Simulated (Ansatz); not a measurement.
Base system: InN in the zinc blende structure (space group F-43m, No. 216; a = 4.9999 Å). Axes: x, y, z lie along the cube axes.

Computed with Kohn–Sham DFT with the r2SCAN functional, run in Ansatz (an electronic-structure program) with PAW and 500 eV plane waves, no SOC, earlier PAW set.

Strains are applied to the cell and any free atomic positions relax; under biaxial strain the out-of-plane vector relaxes too; under stress the whole cell relaxes.

One change was made to it. Results:

The energy goes up by 14 meV/atom; the shortest interatomic distance increases by 0.014 Å, from 2.165 Å to 2.179 Å.

Which change produced these results?
A) uniaxial strain ε_yy = +1.62 %
B) tensor shear ε_xz = +0.63 %
C) uniaxial strain ε_zz = −0.99 %
D) uniaxial stress, 1 GPa tension along z
E) biaxial strain +2.40 %, plane normal [110], relaxed out of plane

E, biaxial strain +2.40 %, plane normal [110], relaxed out of plane. For comparison, the energy relative to the base in the other runs: uniaxial strain ε_yy = +1.62 % gives +2.3 meV/atom; uniaxial stress, 1 GPa tension along z gives +0.6 meV/atom; uniaxial strain ε_zz = −0.99 % gives +0.9 meV/atom; tensor shear ε_xz = +0.63 % gives +0.6 meV/atom.

A biaxial case was relaxed in a doubled cell and then solved in the primitive one. The mesh was chosen for an insulator and is coarse for the gapless case. Beyond what the load breaks, stability against distortions was not tested. All final runs are without spin polarisation. This is not the structure that InN has at room temperature and ambient pressure.
